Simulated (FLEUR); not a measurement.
# Cu: equation of state with r2SCAN

Crystal: Cu.

```
CELL_PARAMETERS angstrom
2.53410 0.00000 0.00000
-1.26705 2.19459 0.00000
0.00000 0.00000 4.11257
ATOMIC_POSITIONS crystal
Cu 0.66667 0.33333 0.75000
Cu 0.33333 0.66667 0.25000
```

This isn't the form of Cu at room conditions, which is fcc.

```
Program                  : FLEUR MaX-R8.1 (later development tree)
Task                     : equation of state
Functional               : r2SCAN
Potentials or basis      : all-electron
Basis                    : FLAPW
Kmax                     : 4.58 1/bohr
k mesh                   : 12 × 12 × 7
Occupations              : fermi-dirac, width 0.05 eV
Spin                     : no spin polarisation
Gmax                     : 14.2 1/bohr
Muffin-tin radii         : Cu 2.14 bohr
lmax                     : Cu 9
lnonsphr                 : Cu 9
Local orbitals a species : Cu 5
```

```
Equilibrium volume                        : 11.46 Å³/atom
Bulk modulus at fixed shape and positions : 160 GPa
```

Energy against volume, from the lowest point:
| volume (Å³/atom) | energy (meV/atom) |
| --- | --- |
| 10.749 | 25.23 |
| 10.978 | 11.17 |
| 11.436 | 0.00 |
| 11.893 | 7.37 |
| 12.122 | 16.78 |

Caveat: the meta-GGA is that of a development version, with a GGA for the radial functions and cores and without core tails; the cell was scaled at fixed shape and fractional positions, which overstates the stiffness of a crystal with free parameters, most of all of layers and chains.
